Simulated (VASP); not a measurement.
# In (Im-3m) in VASP: a series of runs

One crystal, In, is run at these levels: PBE; tasks: single point.

All numbers are computed with VASP 6.6.1; they aren't measurements. Logs are shortened: lines on timing, memory, paths and dates and some standing lists are left out, and cuts for length are marked.

### Step 1. The structure

Symmetry: Im-3m, No. 229, cubic system. Conventional cell: a = 3.863 Å, b = 3.863 Å, c = 3.863 Å, α = 90.00°, β = 90.00°, γ = 90.00°. Around In (site symmetry m-3m) lie 8 In at 3.35 Å.

This isn't the form of In at room conditions, which is tetragonal.

### Step 2. Single point, PBE

INCAR

```
PREC = Accurate
ENCUT = 520
EDIFF = 1E-6
ISMEAR = -1
SIGMA = 0.1
LREAL = F
LASPH = T
NELM = 100
ALGO = Normal
ISIF = 2
LWAVE = F
LCHARG = T
GGA = PE
LELF = T
LVHAR = T
NBANDS = 12
```

KPOINTS

```
Automatic mesh
0
Gamma
  9 9 9
```

POSCAR

```
In
1.0
   -1.9314434814      1.9314434814      1.9314434814
    1.9314434814     -1.9314434814      1.9314434814
    1.9314434814      1.9314434814     -1.9314434814
In
1
Direct
    0.0000000000      0.0000000000      0.0000000000
```

Potentials or basis: VASP PAW PBE potentials, release 64 (In_d).

Started as:

```bash
$ cat potpaw_PBE.64/In_d/POTCAR > POTCAR
$ mpirun -np 1 vasp_std > vasp.out
```

OUTCAR:

```text
PREC = Accurate
   ENCUT = 520
   EDIFF = 1E-6
   ISMEAR = -1
   LREAL = F
   LASPH = T
   NELM = 100
   ISIF = 2
   GGA = PE

 ion  position               nearest neighbor table
   1  0.000  0.000  0.000-

  LATTYP: Found a body centered cubic cell.
 ALAT       =     3.8628869628

  Lattice vectors:

 A1 = (  -1.9314434814,   1.9314434814,   1.9314434814)
 A2 = (   1.9314434814,  -1.9314434814,   1.9314434814)
 A3 = (   1.9314434814,   1.9314434814,  -1.9314434814)

Analysis of symmetry for initial positions (statically):
=====================================================================
 Subroutine PRICEL returns:
 Original cell was already a primitive cell.

 Routine SETGRP: Setting up the symmetry group for a
 body centered cubic supercell.

 Subroutine GETGRP returns: Found 48 space group operations
 (whereof 48 operations were pure point group operations)
 out of a pool of 48 trial point group operations.

The static configuration has the point symmetry O_h .

Analysis of symmetry for dynamics (positions and initial velocities):
=====================================================================
 Subroutine PRICEL returns:
 Original cell was already a primitive cell.

 Routine SETGRP: Setting up the symmetry group for a
 body centered cubic supercell.

 Subroutine GETGRP returns: Found 48 space group operations
 (whereof 48 operations were pure point group operations)
 out of a pool of 48 trial point group operations.

The dynamic configuration has the point symmetry O_h .

 Subroutine INISYM returns: Found 48 space group operations
 (whereof 48 operations are pure point group operations),
 and found     1 'primitive' translations

----------------------------------------------------------------------------------------

                                     Primitive cell

  volume of cell :      28.8208

  direct lattice vectors                    reciprocal lattice vectors
    -1.931443481  1.931443481  1.931443481     0.000000000  0.258873741  0.258873741
     1.931443481 -1.931443481  1.931443481     0.258873741  0.000000000  0.258873741
     1.931443481  1.931443481 -1.931443481     0.258873741  0.258873741  0.000000000

  length of vectors
     3.345358242  3.345358242  3.345358242     0.366102756  0.366102756  0.366102756

  position of ions in fractional coordinates (direct lattice)
     0.000000000  0.000000000  0.000000000

  ion indices of the primitive-cell ions
   primitive index   ion index
                 1           1

----------------------------------------------------------------------------------------

 KPOINTS: Automatic mesh

Automatic generation of k-mesh.
 Grid dimensions read from file:
 generate k-points for:    9    9    9

 Generating k-lattice:

  Cartesian coordinates                     Fractional coordinates (reciprocal lattice)
     0.000000000  0.028763749  0.028763749     0.111111111  0.000000000  0.000000000
     0.028763749  0.000000000  0.028763749     0.000000000  0.111111111  0.000000000
     0.028763749  0.028763749  0.000000000     0.000000000  0.000000000  0.111111111

  Length of vectors
     0.040678084  0.040678084  0.040678084

  Shift w.r.t. Gamma in fractional coordinates (k-lattice)
     0.000000000  0.000000000  0.000000000

 Subroutine IBZKPT returns following result:
 ===========================================

 Found     35 irreducible k-points:

 Following reciprocal coordinates:
            Coordinates               Weight
  0.000000  0.000000  0.000000      1.000000
  0.111111  0.000000  0.000000     12.000000
  0.222222  0.000000  0.000000     12.000000
  0.333333  0.000000  0.000000     12.000000
  0.444444  0.000000  0.000000     12.000000
  0.111111  0.111111  0.000000     24.000000
[... 16 lines left out ...]
 -0.333333  0.444444  0.111111     48.000000
 -0.444444 -0.444444  0.111111     24.000000
 [... further k-points ...]
   k-points           NKPTS =     35   k-points in BZ     NKDIM =     35   number of bands    NBANDS=     12
   number of dos      NEDOS =    301   number of ions     NIONS =      1
   total plane-waves  NPLWV =  21952
   dimension x,y,z NGX =    28 NGY =   28 NGZ =   28
   dimension x,y,z NGXF=    56 NGYF=   56 NGZF=   56
   ions per type =               1
   NGX,Y,Z   is equivalent  to a cutoff of  13.91, 13.91, 13.91 a.u.
   NGXF,Y,Z  is equivalent  to a cutoff of  27.83, 27.83, 27.83 a.u.
 SYSTEM =  unknown system
   PREC   = accura    normal or accurate (medium, high low for compatibility)
   ISTART =      0    job   : 0-new  1-cont  2-samecut
   ICHARG =      2    charge: 1-file 2-atom 10-const
   ISPIN  =      1    spin polarized calculation?
   LNONCOLLINEAR =      F non collinear calculations
   LSORBIT =      F    spin-orbit coupling
   LASPH  =      T    aspherical Exc in radial PAW
   ENCUT  =  520.0 eV  38.22 Ry    6.18 a.u.   6.22  6.22  6.22*2*pi/ulx,y,z
   NELM   =    100;   NELMIN=  2; NELMDL= -5     # of ELM steps
   EDIFF  = 0.1E-05   stopping-criterion for ELM
   LREAL  =      F    real-space projection
   EDIFFG = 0.1E-04   stopping-criterion for IOM
   NSW    =      0    number of steps for IOM
   IBRION =     -1    ionic relax: 0-MD 1-quasi-New 2-CG
   NFREE  =      0    steps in history (QN), initial steepest desc. (CG)
   ISIF   =      2    stress and relaxation
   ISYM   =      2    0-nonsym 1-usesym 2-fastsym
   POTIM  = 0.5000    time-step for ionic-motion
   TEBEG  =    0.0;   TEEND  =   0.0 temperature during run
   PSTRESS=    0.0 pullay stress
   NELECT =      13.0000    total number of electrons
   NUPDOWN=      -1.0000    fix difference up-down
   EMIN   =  10.00;   EMAX   =-10.00  energy-range for DOS
   EFERMI =   0.00;   METHOD = LEGACY
   ISMEAR =    -1;   SIGMA  =   0.10  broadening in eV -4-tet -1-fermi 0-gaus
   EFERMI_NEDOS =   21; number of points for ismear=-14 and -15
   IALGO  =     38    algorithm
   IMIX   =      4    mixing-type and parameters
     AMIX     =   0.40;   BMIX     =  1.00
     AMIX_MAG =   1.60;   BMIX_MAG =  1.00
  volume/ion in A,a.u.               =      28.82       194.49
  Fermi-wavevector in a.u.,A,eV,Ry     =   1.255511  2.372572 21.446980  1.576309
  Thomas-Fermi vector in A             =   2.389264
   LORBIT       =      0    0 simple, 1 ext, 2 COOP (PROOUT), +10 PAW based schemes
   GGA     = PE    functional components
   LHFCALC =     F    Hartree Fock is set to
   AEXX    =    0.0000 exact exchange contribution
   IVDW    =     0    specifies the selected vdW correction
   LEPSILON=     F    determine dielectric tensor
   LRPA    =     F    only Hartree local field effects (RPA)
 non-spin polarized calculation
  energy-cutoff  :      520.00
  volume of cell :       28.82
 maximum number of plane-waves:       786
 NGX is ok and might be reduce to    28
   NGX = 13   NGY = 13   NGZ = 13

 number of electron      13.0000005 magnetization

 Free energy of the ion-electron system (eV)
  ---------------------------------------------------
  ext. energy  EPLUGINS =         0.00000000
  ---------------------------------------------------
  free energy    TOTEN  =        -2.55800325 eV

  energy without entropy =       -2.53952642  energy(sigma->0) =       -2.54876483

 E-fermi :   6.5270     XC(G=0):  -9.8020

 val. band max:        6.4773472946   @ k =   0.2222   0.2222   0.1111
 cond. band min:       6.5439773395   @ k =  -0.3333   0.4444   0.1111
 fundamental gap:      0.0666300449
 Fermi energy:         6.5269523353

 k-point     1 :       0.0000    0.0000    0.0000
  band No.  band energies     occupation
      1      -8.1065      2.00000
      2      -8.1065      2.00000
      3      -8.1065      2.00000
      4      -7.8903      2.00000
      5      -7.8903      2.00000
      6      -2.4236      2.00000
      7      16.5685      0.00000
      8      16.5685      0.00000
      9      16.5685      0.00000
     10      19.1798      0.00000
     11      19.1798      0.00000
     12      19.1798      0.00000

 k-point     2 :       0.1111    0.0000    0.0000
  band No.  band energies     occupation
      1      -8.1164      2.00000
      2      -8.0969      2.00000
      3      -8.0671      2.00000
      4      -7.9006      2.00000
      5      -7.8909      2.00000
      6      -2.1583      2.00000
      7      14.3588      0.00000
      8      15.5481      0.00000
      9      16.0630      0.00000
     10      17.8666      0.00000
     11      18.2274      0.00000
     12      18.9751      0.00000

 k-point     3 :       0.2222    0.0000    0.0000
  band No.  band energies     occupation
      1      -8.1413      2.00000
      2      -8.0846      2.00000
      3      -7.9656      2.00000
      4      -7.9182      2.00000
      5      -7.8921      2.00000
      6      -1.3545      2.00000
      7      10.7693      0.00000
      8      13.9637      0.00000
      9      14.9659      0.00000
     10      16.8932      0.00000
     11      17.1776      0.00000
     12      19.5503      0.00000
[... 286 lines left out ...]
 k-point    23 :      -0.3333    0.4444    0.1111
  band No.  band energies     occupation
      1      -8.1054      2.00000
      2      -8.0606      2.00000
      3      -7.9577      2.00000
      4      -7.9247      2.00000
      5      -7.8129      2.00000
      6       1.5804      2.00000
      7       6.5440      0.91508
      8       9.1511      0.00000
      9      13.3533      0.00000
     10      16.2450      0.00000
     11      17.5787      0.00000
     12      20.8190      0.00000

 k-point    24 :      -0.4444   -0.4444    0.1111
  band No.  band energies     occupation
      1      -8.1122      2.00000
      2      -8.0697      2.00000
      3      -7.9691      2.00000
      4      -7.9076      2.00000
      5      -7.7804      2.00000
      6       3.1743      2.00000
      7       4.4870      2.00000
      8       8.8273      0.00000
      9      13.1733      0.00000
     10      16.6355      0.00000
     11      18.5299      0.00000
     12      18.8312      0.00000

 [... further k-points ...]

------------------------ aborting loop because EDIFF is reached ----------------------------------------

  FORCE on cell =-STRESS in cart. coord.  units (eV):
  Direction    XX          YY          ZZ          XY          YZ          ZX
  --------------------------------------------------------------------------------------
  -------------------------------------------------------------------------------------
  Total       -0.1771893     -0.1771893     -0.1771893      0.0000000      0.0000000     -0.0000000
  in kB       -9.8501341     -9.8501341     -9.8501341      0.0000000      0.0000000     -0.0000000
  external PRESSURE =      -9.8501341 kB  Pullay stress =       0.0000000 kB

 VOLUME and BASIS-vectors are now :
 -----------------------------------------------------------------------------
  energy-cutoff  :      520.00
  volume of cell :       28.82
      direct lattice vectors                 reciprocal lattice vectors
    -1.931443481  1.931443481  1.931443481     0.000000000  0.258873741  0.258873741
     1.931443481 -1.931443481  1.931443481     0.258873741  0.000000000  0.258873741
     1.931443481  1.931443481 -1.931443481     0.258873741  0.258873741  0.000000000

 POSITION                                       TOTAL-FORCE (eV/Angst)
 -----------------------------------------------------------------------------------
      0.00000      0.00000      0.00000        -0.000000      0.000000      0.000000
 -----------------------------------------------------------------------------------
    total drift:                               -0.000000     -0.000000     -0.000000

  FREE ENERGIE OF THE ION-ELECTRON SYSTEM (eV)
  ---------------------------------------------------
  free  energy   TOTEN  =        -2.5580032519 eV

  energy  without entropy=       -2.5395264169  energy(sigma->0) =       -2.54876483
```

It used 5.9 s of CPU time on 1 thread of Intel(R) Xeon(R) Platinum 8559C (Emerald Rapids), on a shared host, which was overloaded at the time.

What came out:

```yaml
Free_energy: -2.5580 eV
Pressure: -1.0 GPa
Band_gap_on_the_k_mesh: none (metal or under the smearing width)
```

### Step 3. Single point, PBE

This run uses another cell than the first one, of 24.55 Å³/atom, 0.852 times its volume.

INCAR

```
SYSTEM = In
  ALGO = Fast
  EDIFF = 1E-6
  ENCUT = 520
  GGA = PE
  ISIF = 2
  ISMEAR = -1
  LASPH = .True.
  LCHARG = .False.
  LREAL = .False.
  LWAVE = .False.
  NBANDS = 12
  NELM = 80
  PREC = Accurate
  SIGMA = 0.1
```

KPOINTS

```
k-points
0
Gamma
  9 9 9
  0 0 0
```

POSCAR

```
In
1.0
   -1.8309227801      1.8309227801      1.8309227801
    1.8309227801     -1.8309227801      1.8309227801
    1.8309227801      1.8309227801     -1.8309227801
In
1
Direct
    0.0000000000      0.0000000000      0.0000000000
```

Potentials or basis: VASP PAW PBE potentials, release 64 (In_d).

Started as:

```bash
$ cat potpaw_PBE.64/In_d/POTCAR > POTCAR
$ mpirun -np 1 vasp_std > vasp.out
```

It used 4.4 s of CPU time on 1 thread of Intel(R) Xeon(R) Platinum 8559C (Emerald Rapids), with other jobs on the host, which was overloaded at the time.

Results (log left out):

```yaml
Free_energy: -2.5024 eV
Pressure: 6.0 GPa
Band_gap_on_the_k_mesh: none (metal or under the smearing width)
```

Levels at points of the mesh, in eV from the Fermi level:
| k point | band 2 | band 3 | band 4 | band 5 | band 6 | band 7 | band 8 | band 9 | band 10 | band 11 |
| --- | --- | --- | --- | --- | --- | --- | --- | --- | --- | --- |
| (0.00, 0.00, 0.00) | -14.87 | -14.87 | -14.54 | -14.54 | -10.10 | 11.74 | 11.74 | 11.74 | 13.09 | 13.09 |

### Step 4. Single point, PBE

This run uses another cell than the first one, of 25.97 Å³/atom, 0.901 times its volume.

INCAR

```
SYSTEM = In
  PREC = Accurate
  ENCUT = 520
  EDIFF = 1E-7
  ISMEAR = -1
  SIGMA = 0.1
  LREAL = .FALSE.
  LASPH = .TRUE.
  NELM = 80
  ALGO = Fast
  ISIF = 2
  LWAVE = .FALSE.
  LCHARG = .FALSE.
  GGA = PE
  NBANDS = 12
```

KPOINTS

```
regular mesh
0
G
  9 9 9
  0 0 0
```

POSCAR

```
In
1.0
   -1.8656404582      1.8656404582      1.8656404582
    1.8656404582     -1.8656404582      1.8656404582
    1.8656404582      1.8656404582     -1.8656404582
In
1
Direct
    0.0000000000      0.0000000000      0.0000000000
```

Started as:

```bash
$ cat potpaw_PBE.64/In_d/POTCAR > POTCAR
$ mpirun -np 1 vasp_std > vasp.out
```

Run time: 8.4 s. Hardware: 1 thread of Intel Xeon Platinum 8559C (Emerald Rapids), shared host; peak memory 0.13 GiB.

The run converged. Its results:

| Quantity | Value |
| --- | --- |
| Free energy | -2.5425 eV |
| Pressure | 3.0 GPa |
| Band gap on the k mesh | none (metal or under the smearing width) |

Levels at points of the mesh, in eV from the Fermi level:
```csv
k point,band 2,band 3,band 4,band 5,band 6,band 7,band 8,band 9,band 10,band 11
"(0.00, 0.00, 0.00)",-14.77,-14.77,-14.49,-14.49,-9.68,11.11,11.11,11.11,12.94,12.94
```

### Step 5. The runs side by side

| cell | gap on the mesh (eV) | pressure (GPa) |
| --- | --- | --- |
| Im-3m, 28.82 Å³/atom | none | -1.0 |
| Im-3m, 24.55 Å³/atom | none | 6.0 |
| Im-3m, 25.97 Å³/atom | none | 3.0 |

Alike in all rows: task single point; level PBE; potentials or basis VASP PAW PBE potentials, release 64 (In_d); no spin polarisation; k mesh 9 × 9 × 9; cutoff (eV) 520; smearing fermi-dirac 0.1 eV.

Every run on the cell as given and a fine mesh finds a metal.

Total energies depend on the potentials used, so only differences within one code and one set of settings carry meaning.
